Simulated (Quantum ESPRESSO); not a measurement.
# Nb (Fm-3m) in Quantum ESPRESSO: settings compared

The runs below take Nb through band structure, single point, equation of state, with PBEsol, LDA.

Everything below comes from runs of Quantum ESPRESSO 7.5. Logs are shortened: lines on timing, memory, paths and dates and some standing lists are left out, and cuts for length are marked.

### 1 Starting point

The structure is cubic, space group Fm-3m (No. 225). The conventional cell has a = 4.230 Å, b = 4.230 Å, c = 4.230 Å, α = 90.00°, β = 90.00°, γ = 90.00°. Nb (site symmetry m-3m) is surrounded by 12 Nb at 2.99 Å.

This isn't the form of Nb at room conditions, which is bcc.

### 2 Band structure, PBEsol

The input, pw.in:

```
&CONTROL
  calculation = 'scf'
  prefix = 'pwscf'
  outdir = './tmp'
  pseudo_dir = './pseudo'
  tprnfor = .true.
  tstress = .true.
  disk_io = 'low'
/
&SYSTEM
  ibrav = 0
  nat = 1
  ntyp = 1
  ecutwfc = 45
  ecutrho = 360
  nbnd = 12
  occupations = 'smearing'
  smearing = 'fd'
  degauss = 0.00367493
/
&ELECTRONS
  conv_thr = 2d-10
  electron_maxstep = 120
  mixing_beta = 0.5
/
ATOMIC_SPECIES
Nb    92.9064 nb_pbesol_v1.uspp.F.UPF
CELL_PARAMETERS angstrom
   0.0000000000    2.1150000000    2.1150000000
   2.1150000000    0.0000000000    2.1150000000
   2.1150000000    2.1150000000    0.0000000000
ATOMIC_POSITIONS crystal
Nb     0.0000000000    0.0000000000    0.0000000000
K_POINTS automatic
11 11 11 0 0 0
```

The input, bands.in:

```
&CONTROL
  calculation = 'bands'
  prefix = 'pwscf'
  outdir = './tmp'
  pseudo_dir = './pseudo'
  disk_io = 'low'
  verbosity = 'high'
/
&SYSTEM
  ibrav = 0
  nat = 1
  ntyp = 1
  ecutwfc = 45
  ecutrho = 360
  nbnd = 12
  occupations = 'smearing'
  smearing = 'fd'
  degauss = 0.00367493
/
&ELECTRONS
  conv_thr = 1d-08
  electron_maxstep = 120
  mixing_beta = 0.5
  diago_full_acc = .true.
  startingwfc = 'random'
/
ATOMIC_SPECIES
Nb    92.9064 nb_pbesol_v1.uspp.F.UPF
CELL_PARAMETERS angstrom
   0.0000000000    2.1150000000    2.1150000000
   2.1150000000    0.0000000000    2.1150000000
   2.1150000000    2.1150000000    0.0000000000
ATOMIC_POSITIONS crystal
Nb     0.0000000000    0.0000000000    0.0000000000
K_POINTS crystal
60
 0.0000000000  0.0000000000  0.0000000000 1
 0.0625000000  0.0000000000  0.0625000000 1
 0.1250000000  0.0000000000  0.1250000000 1
 0.1875000000  0.0000000000  0.1875000000 1
 0.2500000000  0.0000000000  0.2500000000 1
 0.3125000000  0.0000000000  0.3125000000 1
 0.3750000000  0.0000000000  0.3750000000 1
 0.4375000000  0.0000000000  0.4375000000 1
 0.5000000000  0.0000000000  0.5000000000 1
 0.5000000000  0.0625000000  0.5625000000 1
 0.5000000000  0.1250000000  0.6250000000 1
 0.5000000000  0.1875000000  0.6875000000 1
 0.5000000000  0.2500000000  0.7500000000 1
 0.4375000000  0.3125000000  0.7500000000 1
 0.3750000000  0.3750000000  0.7500000000 1
 0.3375000000  0.3375000000  0.6750000000 1
 0.3000000000  0.3000000000  0.6000000000 1
 0.2625000000  0.2625000000  0.5250000000 1
 0.2250000000  0.2250000000  0.4500000000 1
 0.1875000000  0.1875000000  0.3750000000 1
 0.1500000000  0.1500000000  0.3000000000 1
 0.1125000000  0.1125000000  0.2250000000 1
 0.0750000000  0.0750000000  0.1500000000 1
 0.0375000000  0.0375000000  0.0750000000 1
 0.0000000000  0.0000000000  0.0000000000 1
 0.0625000000  0.0625000000  0.0625000000 1
 0.1250000000  0.1250000000  0.1250000000 1
 0.1875000000  0.1875000000  0.1875000000 1
 0.2500000000  0.2500000000  0.2500000000 1
 0.3125000000  0.3125000000  0.3125000000 1
 0.3750000000  0.3750000000  0.3750000000 1
 0.4375000000  0.4375000000  0.4375000000 1
 0.5000000000  0.5000000000  0.5000000000 1
 0.5250000000  0.4500000000  0.5250000000 1
 0.5500000000  0.4000000000  0.5500000000 1
 0.5750000000  0.3500000000  0.5750000000 1
 0.6000000000  0.3000000000  0.6000000000 1
 0.6250000000  0.2500000000  0.6250000000 1
 0.5833333333  0.2500000000  0.6666666667 1
 0.5416666667  0.2500000000  0.7083333333 1
 0.5000000000  0.2500000000  0.7500000000 1
 0.5000000000  0.2857142857  0.7142857143 1
 0.5000000000  0.3214285714  0.6785714286 1
 0.5000000000  0.3571428571  0.6428571429 1
 0.5000000000  0.3928571429  0.6071428571 1
 0.5000000000  0.4285714286  0.5714285714 1
 0.5000000000  0.4642857143  0.5357142857 1
 0.5000000000  0.5000000000  0.5000000000 1
 0.4821428571  0.4821428571  0.5357142857 1
 0.4642857143  0.4642857143  0.5714285714 1
 0.4464285714  0.4464285714  0.6071428571 1
 0.4285714286  0.4285714286  0.6428571429 1
 0.4107142857  0.4107142857  0.6785714286 1
 0.3928571429  0.3928571429  0.7142857143 1
 0.3750000000  0.3750000000  0.7500000000 1
 0.6250000000  0.2500000000  0.6250000000 1
 0.5937500000  0.1875000000  0.5937500000 1
 0.5625000000  0.1250000000  0.5625000000 1
 0.5312500000  0.0625000000  0.5312500000 1
 0.5000000000  0.0000000000  0.5000000000 1
```

Potentials or basis: GBRV 1.5 PBEsol.

On the command line:

```sh
> OMP_NUM_THREADS=1 mpirun -n 2 pw.x -nk 2 -in pw.in > pw.out
> OMP_NUM_THREADS=1 mpirun -n 2 pw.x -nk 2 -in bands.in > bands.out
```

pw.out:

```text
This program is part of the open-source Quantum ESPRESSO suite
     for quantum simulation of materials; please cite
[... 6 lines left out ...]
     using ibrav=0 with symmetry is DISCOURAGED, use correct ibrav instead

     K-points division:     npool     =       2
     Subspace diagonalization in iterative solution of the eigenvalue problem:
     a serial algorithm will be used

     G-vector sticks info
     --------------------
     sticks:   dense  smooth     PW     G-vecs:    dense   smooth      PW
     Sum         793     397    127                14649     5161     965

     Using Slab Decomposition

     bravais-lattice index     =            0
     lattice parameter (alat)  =       5.6523  a.u.
     unit-cell volume          =     127.6902 (a.u.)^3
     number of atoms/cell      =            1
     number of atomic types    =            1
     number of electrons       =        13.00
     number of Kohn-Sham states=           12
     kinetic-energy cutoff     =      45.0000  Ry
     charge density cutoff     =     360.0000  Ry
     scf convergence threshold =      2.0E-10
     mixing beta               =       0.5000
     number of iterations used =            8  plain     mixing
     Exchange-correlation= SLA  PW   PSX  PSC
                           (   1   4  10   8   0   0   0)

     celldm(1)=   5.652287  celldm(2)=   0.000000  celldm(3)=   0.000000
     celldm(4)=   0.000000  celldm(5)=   0.000000  celldm(6)=   0.000000

     crystal axes: (cart. coord. in units of alat)
               a(1) = (   0.000000   0.707107   0.707107 )
               a(2) = (   0.707107   0.000000   0.707107 )
               a(3) = (   0.707107   0.707107   0.000000 )

     reciprocal axes: (cart. coord. in units 2 pi/alat)
               b(1) = ( -0.707107  0.707107  0.707107 )
               b(2) = (  0.707107 -0.707107  0.707107 )
               b(3) = (  0.707107  0.707107 -0.707107 )

     PseudoPot. # 1 for Nb read from file:
     nb_pbesol_v1.uspp.F.UPF
     Pseudo is Ultrasoft + core correction, Zval = 13.0
     Generated by new atomic code, or converted to UPF format
     Using radial grid of  887 points,  6 beta functions with:
                l(1) =   0
                l(2) =   0
                l(3) =   1
                l(4) =   1
                l(5) =   2
                l(6) =   2
     Q(r) pseudized with  6 coefficients,  rinner =    1.000   1.000   1.000
                                                       1.000   1.000

     atomic species   valence    mass     pseudopotential
     Nb               13.00    92.90640     Nb( 1.00)

     48 Sym. Ops., with inversion, found

   Cartesian axes

     site n.     atom                  positions (alat units)
         1        Nb     tau(   1) = (   0.0000000   0.0000000   0.0000000  )

     number of k points=    56  Fermi-Dirac smearing, width (Ry)=  0.0037
                       cart. coord. in units 2pi/alat
        k(    1) = (   0.0000000   0.0000000   0.0000000), wk =   0.0015026
        k(    2) = (   0.0642824   0.0642824  -0.0642824), wk =   0.0120210
        k(    3) = (   0.1285649   0.1285649  -0.1285649), wk =   0.0120210
        k(    4) = (   0.1928473   0.1928473  -0.1928473), wk =   0.0120210
        k(    5) = (   0.2571297   0.2571297  -0.2571297), wk =   0.0120210
        k(    6) = (   0.3214122   0.3214122  -0.3214122), wk =   0.0120210
[... 48 lines left out ...]
        k(   55) = (  -0.0642824  -0.4499770   0.7071068), wk =   0.0360631
        k(   56) = (   0.0000000  -0.3856946   0.6428243), wk =   0.0360631

     Dense  grid:    14649 G-vectors     FFT dimensions: (  36,  36,  36)

     Smooth grid:     5161 G-vectors     FFT dimensions: (  25,  25,  25)

     Check: negative core charge=   -0.000001

     Initial potential from superposition of free atoms

     starting charge      12.9975, renormalised to      13.0000
     Starting wfcs are   13 randomized atomic wfcs

     Self-consistent Calculation

     iteration #  1     ecut=    45.00 Ry     beta= 0.50
[... 41 lines left out ...]

   -37.3361 -13.7861 -13.3172 -13.0672  14.2970  16.1921  16.6083  18.1587
    19.5883  22.7370  29.5286  31.9458

          k = 0.0000-0.2571 0.2571 (   644 PWs)   bands (ev):

   -37.3811 -13.5953 -13.2146 -13.0174  13.5582  15.9948  17.2143  18.5401
    18.5905  21.4993  30.4581  33.0194

          k = 0.3857 0.0000-0.0000 (   648 PWs)   bands (ev):

   -37.3635 -13.5938 -13.1820 -13.1820  13.4861  15.0598  17.7970  19.3931
    19.3931  20.8679  32.8954  33.1719

          k = 0.4500 0.0643-0.0643 (   646 PWs)   bands (ev):
[... 36 lines left out ...]
   -37.2606 -13.9263 -13.4944 -13.3018  13.7737  14.5609  18.3908  20.3825
    21.9832  24.6960  26.6667  30.5514

          k =-0.0000-0.5143 0.5143 (   660 PWs)   bands (ev):

   -37.2619 -13.8155 -13.6523 -13.2551  14.2551  15.1406  17.4977  19.7225
    21.3630  25.1876  27.0348  29.8001

          k = 0.6428-0.0000 0.0000 (   652 PWs)   bands (ev):

   -37.2601 -14.0118 -13.3489 -13.3489  13.2140  13.9521  20.4246  21.7416
    22.1476  22.1476  28.6521  28.6521

          k =-0.0000-0.6428 0.6428 (   648 PWs)   bands (ev):

   -37.2550 -14.0057 -13.4007 -13.3445  13.3197  14.0577  19.8034  21.4099
    22.2604  23.4506  27.6295  28.9229

          k = 0.2571 0.1286 0.0000 (   645 PWs)   bands (ev):

   -37.4192 -13.4027 -13.1064 -13.0209  12.7423  16.0456  17.6656  18.2717
    18.8271  20.5115  31.2743  32.2143

          k = 0.3214 0.1928-0.0643 (   642 PWs)   bands (ev):

   -37.3720 -13.6443 -13.1920 -13.0595  13.6303  15.8666  17.1064  18.3416
    19.4206  21.4215  30.2709  32.8473

          k = 0.3857 0.2571-0.1286 (   643 PWs)   bands (ev):
[... 26 lines left out ...]
   -37.2809 -13.9135 -13.4685 -13.2029  14.7860  15.4513  16.9094  18.5694
    21.3528  24.6773  26.8189  31.1964

          k =-0.0643-0.3214 0.4500 (   653 PWs)   bands (ev):

   -37.2972 -13.8491 -13.4577 -13.1579  14.9323  15.7161  16.2904  18.6656
    20.5030  23.8916  28.5218  31.1813

          k = 0.0000-0.2571 0.3857 (   643 PWs)   bands (ev):

   -37.3312 -13.7527 -13.3535 -13.1019  14.5410  15.6937  16.4047  18.8311
    19.5042  22.7865  29.9841  32.2900

          k = 0.5143 0.1286 0.0000 (   656 PWs)   bands (ev):

   -37.2951 -13.8562 -13.3398 -13.2718  13.8842  14.5976  17.8099  20.4726
    20.8405  22.5153  29.8231  30.5912

          k =-0.1286-0.5143 0.6428 (   658 PWs)   bands (ev):

   -37.2717 -13.8905 -13.4569 -13.2977  14.0913  14.8073  17.5364  20.0211
    21.7274  24.1384  27.7615  30.2559

          k =-0.0643-0.4500 0.5785 (   656 PWs)   bands (ev):

   -37.2635 -13.8309 -13.6039 -13.2785  14.4475  15.2425  17.0940  19.4225
    21.6430  25.6726  26.5372  30.1814

          k = 0.0000-0.3857 0.5143 (   657 PWs)   bands (ev):

   -37.2730 -13.7663 -13.6565 -13.2240  15.0117  15.5174  16.4068  19.0707
    20.9737  24.7183  28.8325  29.0992

          k =-0.0643-0.5785 0.7071 (   656 PWs)   bands (ev):

   -37.2596 -13.9665 -13.4049 -13.3521  13.5384  14.2509  18.9804  21.0095
    22.1498  23.7063  28.3187  28.5988

          k =-0.0000-0.5143 0.6428 (   654 PWs)   bands (ev):
[... 11 lines left out ...]
   -37.2676 -13.8161 -13.5850 -13.2846  14.8625  15.5304  16.3251  19.1567
    21.5551  25.3732  27.3010  30.0434

          k =-0.0643-0.4500 0.7071 (   658 PWs)   bands (ev):

   -37.2581 -13.8434 -13.5523 -13.3554  14.3016  15.1169  17.1435  19.6370
    22.1530  25.5448  28.1871  28.2125

          k = 0.0000-0.3857 0.6428 (   666 PWs)   bands (ev):

   -37.2566 -13.7403 -13.6778 -13.3496  14.5803  15.6829  16.4645  19.1364
    22.1533  26.4935  27.1009  28.7385

     the Fermi energy is    17.2016 ev

!    total energy              =    -117.90056742 Ry
     estimated scf accuracy    <          3.5E-11 Ry
     smearing contrib. (-TS)   =      -0.00086757 Ry
     internal energy E=F+TS    =    -117.89969985 Ry

     The total energy is F=E-TS. E is the sum of the following terms:
     one-electron contribution =     -18.21215160 Ry
     hartree contribution      =      15.49834926 Ry
     xc contribution           =     -18.25243067 Ry
     ewald contribution        =     -96.93346683 Ry

     convergence has been achieved in   8 iterations

     Forces acting on atoms (cartesian axes, Ry/au):

     atom    1 type  1   force =     0.00000000    0.00000000    0.00000000

     Total force =     0.000000     Total SCF correction =     0.000000

     Computing stress (Cartesian axis) and pressure

          total   stress  (Ry/bohr**3)                   (kbar)     P=      -78.67
  -0.00053482  -0.00000000  -0.00000000          -78.67       -0.00       -0.00
   0.00000000  -0.00053482  -0.00000000            0.00      -78.67       -0.00
  -0.00000000   0.00000000  -0.00053482           -0.00        0.00      -78.67

=------------------------------------------------------------------------------=
   JOB DONE.
=------------------------------------------------------------------------------=
```

Run time: 6.4 s. Hardware: 2 MPI ranks of Arm Neoverse V2, shared host; peak memory 0.18 GiB.

What came out:

* Free energy: -1604.1189 eV
* Pressure: -7.9 GPa
* Band gap on the k mesh: none (metal or under the smearing width)

Levels at the corners of the path, in eV from the Fermi level:
```
point  band 3  band 4  band 5  band 6  band 7  band 8  band 9  band 10
    Γ  -30.14  -30.14   -6.22    0.09    0.09    0.09    2.65     2.65
    X  -30.56  -30.56   -4.04   -3.30    3.51    4.59    5.18     5.18
    W  -30.91  -30.58   -2.64   -1.12   -1.12    1.84    5.19     9.94
    K  -30.82  -30.47   -3.09   -2.21    0.54    2.73    4.31     8.24
    Γ  -30.14  -30.14   -6.22    0.09    0.09    0.09    2.65     2.65
    L  -30.30  -30.30   -3.83   -0.10   -0.10    1.32    4.62     4.62
    U  -30.82  -30.47   -3.09   -2.21    0.54    2.73    4.31     8.24
    W  -30.91  -30.58   -2.64   -1.12   -1.12    1.84    5.19     9.94
    L  -30.30  -30.30   -3.83   -0.10   -0.10    1.32    4.62     4.62
    K  -30.82  -30.47   -3.09   -2.21    0.54    2.73    4.31     8.24
    U  -30.82  -30.47   -3.09   -2.21    0.54    2.73    4.31     8.24
    X  -30.56  -30.56   -4.04   -3.30    3.51    4.59    5.18     5.18
```

### 3 Single point, LDA, 17.79 Å³/atom

pw.in, as its differences from that of step 2:

```diff
@@ -7,3 +7,3 @@
   tstress = .true.
-  disk_io = 'low'
+  disk_io = 'nowf'
 /
@@ -26,7 +26,7 @@
 ATOMIC_SPECIES
-Nb    92.9064 nb_pbesol_v1.uspp.F.UPF
+Nb    92.9064 nb_lda_v1.uspp.F.UPF
 CELL_PARAMETERS angstrom
-   0.0000000000    2.1150000000    2.1150000000
-   2.1150000000    0.0000000000    2.1150000000
-   2.1150000000    2.1150000000    0.0000000000
+   0.0000000000    2.0718246199    2.0718246199
+   2.0718246199    0.0000000000    2.0718246199
+   2.0718246199    2.0718246199    0.0000000000
 ATOMIC_POSITIONS crystal
```

Potentials or basis: GBRV 1.5 LDA.

On the command line:

```sh
> OMP_NUM_THREADS=1 mpirun -n 2 pw.x -nk 2 -in pw.in > pw.out
```

Wall time 3.4 s (2 MPI ranks of Arm Neoverse V2, shared host); peak memory 0.18 GiB.

The run converged. Its results:

```
Free energy            : -1606.3805 eV
Pressure               : -1.4 GPa
Band gap on the k mesh : none (metal or under the smearing width)
```

### 4 Single point, LDA, 18.16 Å³/atom

pw.in, as its differences from that of step 3:

```diff
@@ -28,5 +28,5 @@
 CELL_PARAMETERS angstrom
-   0.0000000000    2.0718246199    2.0718246199
-   2.0718246199    0.0000000000    2.0718246199
-   2.0718246199    2.0718246199    0.0000000000
+   0.0000000000    2.0864154149    2.0864154149
+   2.0864154149    0.0000000000    2.0864154149
+   2.0864154149    2.0864154149    0.0000000000
 ATOMIC_POSITIONS crystal
```

On the command line:

```sh
> OMP_NUM_THREADS=1 mpirun -n 2 pw.x -nk 2 -in pw.in > pw.out
```

It took 3.4 s on 2 MPI ranks of Arm Neoverse V2, shared host; peak memory 0.18 GiB.

Results (log left out):

- Free energy: -1606.3735 eV
- Pressure: -5.1 GPa
- Band gap on the k mesh: none (metal or under the smearing width)

### 5 Single point, LDA, 18.54 Å³/atom

pw.in, as its differences from that of step 4:

```diff
@@ -28,5 +28,5 @@
 CELL_PARAMETERS angstrom
-   0.0000000000    2.0864154149    2.0864154149
-   2.0864154149    0.0000000000    2.0864154149
-   2.0864154149    2.0864154149    0.0000000000
+   0.0000000000    2.1008049414    2.1008049414
+   2.1008049414    0.0000000000    2.1008049414
+   2.1008049414    2.1008049414    0.0000000000
 ATOMIC_POSITIONS crystal
```

On the command line:

```sh
> OMP_NUM_THREADS=1 mpirun -n 2 pw.x -nk 2 -in pw.in > pw.out
```

Wall time 3.4 s (2 MPI ranks of Arm Neoverse V2, shared host); peak memory 0.18 GiB.

It converged, with:

```
Free energy            : -1606.3582 eV
Pressure               : -8.4 GPa
Band gap on the k mesh : none (metal or under the smearing width)
```

### 6 Single point, LDA, 18.92 Å³/atom

pw.in, as its differences from that of step 5:

```diff
@@ -28,5 +28,5 @@
 CELL_PARAMETERS angstrom
-   0.0000000000    2.1008049414    2.1008049414
-   2.1008049414    0.0000000000    2.1008049414
-   2.1008049414    2.1008049414    0.0000000000
+   0.0000000000    2.1150000000    2.1150000000
+   2.1150000000    0.0000000000    2.1150000000
+   2.1150000000    2.1150000000    0.0000000000
 ATOMIC_POSITIONS crystal
```

Potentials or basis: GBRV 1.5 LDA.

On the command line:

```sh
> OMP_NUM_THREADS=1 mpirun -n 2 pw.x -nk 2 -in pw.in > pw.out
```

Wall time 3.4 s (2 MPI ranks of Arm Neoverse V2, shared host); peak memory 0.18 GiB.

Results (log left out):

* Free energy: -1606.3355 eV
* Pressure: -11.4 GPa
* Band gap on the k mesh: none (metal or under the smearing width)

### 7 Single point, LDA, 19.30 Å³/atom

pw.in, as its differences from that of step 6:

```diff
@@ -28,5 +28,5 @@
 CELL_PARAMETERS angstrom
-   0.0000000000    2.1150000000    2.1150000000
-   2.1150000000    0.0000000000    2.1150000000
-   2.1150000000    2.1150000000    0.0000000000
+   0.0000000000    2.1290070307    2.1290070307
+   2.1290070307    0.0000000000    2.1290070307
+   2.1290070307    2.1290070307    0.0000000000
 ATOMIC_POSITIONS crystal
```

On the command line:

```sh
> OMP_NUM_THREADS=1 mpirun -n 2 pw.x -nk 2 -in pw.in > pw.out
```

Run time: 3.4 s. Hardware: 2 MPI ranks of Arm Neoverse V2, shared host; peak memory 0.18 GiB.

The run converged. Its results:

```
Free energy            : -1606.3062 eV
Pressure               : -14.1 GPa
Band gap on the k mesh : none (metal or under the smearing width)
```

### 8 Single point, LDA, 19.68 Å³/atom

pw.in, as its differences from that of step 7:

```diff
@@ -28,5 +28,5 @@
 CELL_PARAMETERS angstrom
-   0.0000000000    2.1290070307    2.1290070307
-   2.1290070307    0.0000000000    2.1290070307
-   2.1290070307    2.1290070307    0.0000000000
+   0.0000000000    2.1428321391    2.1428321391
+   2.1428321391    0.0000000000    2.1428321391
+   2.1428321391    2.1428321391    0.0000000000
 ATOMIC_POSITIONS crystal
```

On the command line:

```sh
> OMP_NUM_THREADS=1 mpirun -n 2 pw.x -nk 2 -in pw.in > pw.out
```

Wall time 3.5 s (2 MPI ranks of Arm Neoverse V2, shared host); peak memory 0.18 GiB.

It converged, with:

* Free energy: -1606.2708 eV
* Pressure: -16.5 GPa
* Band gap on the k mesh: none (metal or under the smearing width)

### 9 Single point, LDA, 20.06 Å³/atom

pw.in, as its differences from that of step 8:

```diff
@@ -28,5 +28,5 @@
 CELL_PARAMETERS angstrom
-   0.0000000000    2.1428321391    2.1428321391
-   2.1428321391    0.0000000000    2.1428321391
-   2.1428321391    2.1428321391    0.0000000000
+   0.0000000000    2.1564811194    2.1564811194
+   2.1564811194    0.0000000000    2.1564811194
+   2.1564811194    2.1564811194    0.0000000000
 ATOMIC_POSITIONS crystal
```

Potentials or basis: GBRV 1.5 LDA.

On the command line:

```sh
> OMP_NUM_THREADS=1 mpirun -n 2 pw.x -nk 2 -in pw.in > pw.out
```

Run time: 3.6 s. Hardware: 2 MPI ranks of Arm Neoverse V2, shared host; peak memory 0.18 GiB.

It converged, with:

- Free energy: -1606.2299 eV
- Pressure: -18.6 GPa
- Band gap on the k mesh: none (metal or under the smearing width)

### 10 Equation of state, LDA

No new run: the results of the series are fitted here.

What came out:

* Equilibrium volume: 17.68 Å³/atom (rough: see the caveat)
* Bulk modulus: 185 GPa (rough)

Energy against volume, from the lowest point:
```tsv
volume (Å³/atom)	energy (meV/atom)
17.786	0.00
18.165	7.04
18.543	22.35
18.922	44.98
19.300	74.37
19.679	109.76
20.057	150.62
```

Caveat: the minimum lies outside the volumes run.
